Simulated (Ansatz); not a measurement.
# MoS2: energy along a strain

MoS2, R-3m, a = 3.133 Å, c = 17.877 Å. This isn't the usual stable structure of the compound. Ansatz: PBE+D3(BJ), PAW, 420 eV, Γ-centred 18×18×18 mesh on 3 atoms, Gaussian smearing 0.15 eV; no spin polarisation. Cell vectors (Å): 1.567 0.905 5.959; -1.567 0.905 5.959; 0.000 -1.809 5.959. The cell is strained by x per cent times the pattern (1 -1 0 0 0 0) in the order xx yy zz yz xz xy (engineering shears), with fractional coordinates held. y is the free energy over the start, V0 = 16.890 Å³/atom. Points with a strain past 8.5 % were computed too (5) and aren't used here.

```tsv
x (%)	y (meV/atom)
-7.50	?
-3.75	34.10
0.00	0.00
3.75	34.37
7.50	137.51
```

Problem. Fit y = c2 x² + c3 x³ to the other rows, get the stiffness along the pattern, and predict the missing energy.

Solution. Least squares on the rows shown. y = 2.4327 x² + 0.0016165 x³. The clamped-ion stiffness p·C·p = 2 × 24.33 eV × 160.2 / 16.890 Å³ = 461 GPa. At x = -7.50 the fit asked for gives 136.16 meV/atom. The run gave 137.26 meV/atom, so the fit is 1.10 meV/atom too low, 0.8 % of the span of the series, against an rms of 0.05 meV/atom on the fitted rows. The row lies outside the fitted range. With a term in x⁴ added, a fit to the same known rows (none to spare) predicts 135.35 meV/atom, further off still.

Cost: 10 runs of about 3.8 core-minutes in all, on AMD EPYC 9R45 (Zen 5) (shared hosts).